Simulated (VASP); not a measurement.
# CeO (F-43m) in VASP: further runs, part 2 of 2

VASP 6.6.1. The steps go on from the part before.

### Step 5. Single point, PBEsol+U, collinear spin, ferromagnetic start

This run uses another cell than the first one: it holds 2 atoms, not 4.

INCAR

```
SYSTEM = CeO
ALGO = Normal
EDIFF = 1E-6
ENCUT = 520
GGA = PS
ISIF = 2
ISMEAR = 0
ISPIN = 2
LASPH = .TRUE.
LCHARG = .FALSE.
LDAU = .TRUE.
LDAUJ = 0 0
LDAUL = 3 -1
LDAUPRINT = 1
LDAUTYPE = 2
LDAUU = 4 0
LMAXMIX = 6
LORBIT = 11
LREAL = .FALSE.
LWAVE = .FALSE.
MAGMOM = 1 0
NBANDS = 20
NELM = 120
NUPDOWN = 1
PREC = Accurate
SIGMA = 0.05
```

KPOINTS

```
k-points
0
G
  6 6 6
  0 0 0
```

POSCAR

```
CeO
1.0
    0.0000000000      2.6331826700      2.6331826700
    2.6331826700      0.0000000000      2.6331826700
    2.6331826700      2.6331826700      0.0000000000
Ce O
1 1
Direct
    0.0000000000      0.0000000000      0.0000000000
    0.2500000000      0.2500000000      0.2500000000
```

Potentials or basis: VASP PAW PBE potentials, release 64 (Ce, O).

Launch:

```console
> cat potpaw_PBE.64/Ce/POTCAR potpaw_PBE.64/O/POTCAR > POTCAR
> mpirun -np 1 vasp_std > vasp.out
```

OUTCAR:

```text
SYSTEM = CeO
   EDIFF = 1E-6
   ENCUT = 520
   GGA = PS
   ISIF = 2
   ISMEAR = 0
   ISPIN = 2
   LASPH = .TRUE.
   LORBIT = 11
   LREAL = .FALSE.
   NELM = 120
   NUPDOWN = 1
   PREC = Accurate

 ion  position               nearest neighbor table
   1  0.000  0.000  0.000-   2 2.28   2 2.28   2 2.28   2 2.28
   2  0.250  0.250  0.250-   1 2.28   1 2.28   1 2.28   1 2.28

  LATTYP: Found a face centered cubic cell.
 ALAT       =     5.2663653400

  Lattice vectors:

 A1 = (   0.0000000000,   2.6331826700,   2.6331826700)
 A2 = (   2.6331826700,   0.0000000000,   2.6331826700)
 A3 = (   2.6331826700,   2.6331826700,   0.0000000000)

Analysis of symmetry for initial positions (statically):
=====================================================================
 Subroutine PRICEL returns:
 Original cell was already a primitive cell.

 Routine SETGRP: Setting up the symmetry group for a
 face centered cubic supercell.

 Subroutine GETGRP returns: Found 24 space group operations
 (whereof 24 operations were pure point group operations)
 out of a pool of 48 trial point group operations.

The static configuration has the point symmetry T_d .

Analysis of symmetry for dynamics (positions and initial velocities):
=====================================================================
 Subroutine PRICEL returns:
 Original cell was already a primitive cell.

 Routine SETGRP: Setting up the symmetry group for a
 face centered cubic supercell.

 Subroutine GETGRP returns: Found 24 space group operations
 (whereof 24 operations were pure point group operations)
 out of a pool of 48 trial point group operations.

The dynamic configuration has the point symmetry T_d .

Analysis of structural, dynamic, and magnetic symmetry:
=====================================================================
 Subroutine PRICEL returns:
 Original cell was already a primitive cell.

[... 197 lines left out ...]
  ext. energy  EPLUGINS =         0.00000000
  ---------------------------------------------------
  free energy    TOTEN  =       -15.55185391 eV

  energy without entropy =      -15.54968238  energy(sigma->0) =      -15.55076815

 E-fermi :   8.7166     XC(G=0): -10.9244

 val. band max:        8.6807709110   @ k =  -0.1667   0.1667   0.0000
 cond. band min:       8.6803053375   @ k =   0.3333   0.1667   0.0000
 fundamental gap:     -0.0004655735
 Fermi energy:         8.6347625118

 spin component 1

 k-point     1 :       0.0000    0.0000    0.0000
  band No.  band energies     occupation
      1     -26.9013      1.00000
      2     -11.2687      1.00000
      3      -9.0628      1.00000
      4      -9.0628      1.00000
      5      -9.0628      1.00000
      6       1.8544      1.00000
[... 344 lines left out ...]
      6       2.0761      1.00000
[... 12 lines left out ...]
     19      14.1673      0.00000
     20      15.4672      0.00000
 Fermi energy:         8.7165651703

 spin component 2

 k-point     1 :       0.0000    0.0000    0.0000
  band No.  band energies     occupation
      1     -26.4901      1.00000
      2     -11.2358      1.00000
      3      -8.7136      1.00000
      4      -8.7136      1.00000
      5      -8.7136      1.00000
      6       1.8827      1.00000
[... 357 lines left out ...]
     19      14.5113      0.00000
     20      15.7989      0.00000

------------------------ aborting loop because EDIFF is reached ----------------------------------------

  FORCE on cell =-STRESS in cart. coord.  units (eV):
  Direction    XX          YY          ZZ          XY          YZ          ZX
  --------------------------------------------------------------------------------------
  -------------------------------------------------------------------------------------
  Total        3.8827078      3.8827078      3.8827078      0.0000000     -0.0000000      0.0000000
  in kB      170.3618451    170.3618451    170.3618451      0.0000000     -0.0000000      0.0000000
  external PRESSURE =     170.3618451 kB  Pullay stress =       0.0000000 kB

 VOLUME and BASIS-vectors are now :
 -----------------------------------------------------------------------------
  energy-cutoff  :      520.00
  volume of cell :       36.52
      direct lattice vectors                 reciprocal lattice vectors
     0.000000000  2.633182670  2.633182670    -0.189884282  0.189884282  0.189884282
     2.633182670  0.000000000  2.633182670     0.189884282 -0.189884282  0.189884282
     2.633182670  2.633182670  0.000000000     0.189884282  0.189884282 -0.189884282

 POSITION                                       TOTAL-FORCE (eV/Angst)
 -----------------------------------------------------------------------------------
      0.00000      0.00000      0.00000        -0.000000     -0.000000     -0.000000
      1.31659      1.31659      1.31659         0.000000      0.000000      0.000000
 -----------------------------------------------------------------------------------
    total drift:                                0.000000      0.000000      0.000000

  FREE ENERGIE OF THE ION-ELECTRON SYSTEM (eV)
  ---------------------------------------------------
  free  energy   TOTEN  =       -15.5518539094 eV

  energy  without entropy=      -15.5496823815  energy(sigma->0) =      -15.55076815

 total charge

# of ion       s       p       d       f       tot
--------------------------------------------------
    1        2.045   5.728   0.995   1.058   9.826
    2        1.579   3.455   0.000   0.000   5.034
--------------------------------------------------
tot          3.623   9.183   0.995   1.058  14.860

 magnetization (x)

# of ion       s       p       d       f       tot
--------------------------------------------------
    1       -0.000   0.008   0.074   0.836   0.917
    2       -0.004  -0.032   0.000   0.000  -0.036
--------------------------------------------------
tot         -0.004  -0.024   0.074   0.836   0.881
```

stdout:

```text
POSCAR found type information on POSCAR CeO
 POSCAR found :  2 types and       2 ions
 scaLAPACK will be used
 -----------------------------------------------------------------------------
|                                                                             |
|                                                                             |
|     You enforced a specific xc type in the INCAR file but a different       |
|     I HOPE YOU KNOW WHAT YOU ARE DOING!                                     |
|                                                                             |
 -----------------------------------------------------------------------------

 LDA part: xc-table for (Slater+PW92), standard interpolation
 POSCAR, INCAR and KPOINTS ok, starting setup
 FFT: planning ... GRIDC
 FFT: planning ... GRID_SOFT
 FFT: planning ... GRID
 WAVECAR not read
 entering main loop
```

It took 20 s on 1 thread of Intel Xeon 6975P-C (Granite Rapids), shared host; peak memory 0.19 GiB.

Results:

```
Free energy                                           : -15.5519 eV
Pressure                                              : 17.0 GPa
Net moment                                            : 1.00 μB per cell
Site moments                                          : Ce +0.92; O -0.04 μB
Valence electrons inside the program's atomic spheres : Ce 9.83; O 5.03
```

Eigenvalues of the final occupation matrices:
```tsv
site	spin	trace	eigenvalues
site 1 f	1	0.95	0.01 0.01 0.01 0.02 0.02 0.02 0.86
site 1 f	2	0.11	0.01 0.01 0.01 0.01 0.01 0.01 0.04
```

Caveat: the magnetic or orbital state may not be the lowest; the PAW data sets were made with another functional, which shifts forces and pressure a little; spin-orbit coupling is left out, which moves the levels of the heavy elements; the total moment is fixed, so each spin has its own Fermi level. The state reached can hang on the start; a lower one may exist.

### Step 6. Single point, PBEsol+U, non-collinear spin, random start, spin-orbit coupling

This run uses another cell than the first one: it holds 2 atoms, not 4.

INCAR

```
SYSTEM = CeO
PREC = Accurate
ENCUT = 520
EDIFF = 1E-6
ISMEAR = 0
SIGMA = 0.05
LREAL = .False.
LASPH = .True.
NELM = 120
ALGO = Fast
ISIF = 2
LWAVE = .False.
LCHARG = .False.
MAGMOM = 0.191 -0.077 0.043 0 0 0
LORBIT = 11
LSORBIT = .True.
GGA_COMPAT = .False.
LORBMOM = .True.
LMAXMIX = 6
LDAU = .True.
LDAUTYPE = 2
LDAUL = 3 -1
LDAUU = 4 0
LDAUJ = 0 0
LDAUPRINT = 1
GGA = PS
```

KPOINTS

```
regular mesh
0
Gamma
  6 6 6
  0 0 0
```

POSCAR is that of step 5.

Potentials or basis: VASP PAW PBE potentials, release 64 (Ce, O).

Launch:

```console
> cat potpaw_PBE.64/Ce/POTCAR potpaw_PBE.64/O/POTCAR > POTCAR
> mpirun -np 1 vasp_ncl > vasp.out
```

Run time: 22 min. Hardware: 1 thread of Intel Xeon 6975P-C (Granite Rapids), shared host; peak memory 0.51 GiB.

It converged, with:

| Item | Value |
| --- | --- |
| Free energy | -15.9102 eV |
| Pressure | 16.0 GPa |
| Net moment | 1.40 μB per cell |
| Valence electrons inside the program's atomic spheres | Ce 9.84; O 5.04 |

Moments on the atoms (μB; x, y, z):
```
Ce   0.98 -0.39  0.15
O   -0.03  0.01 -0.01
```

Caveat: the magnetic or orbital state may not be the lowest; the PAW data sets were made with another functional, which shifts forces and pressure a little. The state reached can hang on the start; a lower one may exist.

### Step 7. Overview

| spin | fixed moment (μB) | gap on the mesh (eV) | pressure (GPa) | moment (μB) |
| --- | --- | --- | --- | --- |
| collinear, zero start | - | none | 13.4 | 0.41 |
| collinear, random start | - | none | 16.2 | 1.47 |
| collinear, ferromagnetic start | 1 | - | 17.0 | 1.00 |
| non-collinear, random start, SOC | - | - | 16.0 | 1.40 |

Alike in all rows: task single point; level PBEsol+U; potentials or basis VASP PAW PBE potentials, release 64 (Ce, O); Ce f U = 4 eV; cell as given; k mesh 6 × 6 × 6; cutoff (eV) 520; smearing gaussian 0.05 eV.

Caveats: the magnetic or orbital state may not be the lowest; the PAW data sets were made with another functional, which shifts forces and pressure a little; spin-orbit coupling is left out, which moves the levels of the heavy elements (some runs); the total moment is fixed, so each spin has its own Fermi level (some runs).

Absolute energies hang on the potentials; compare differences alone.
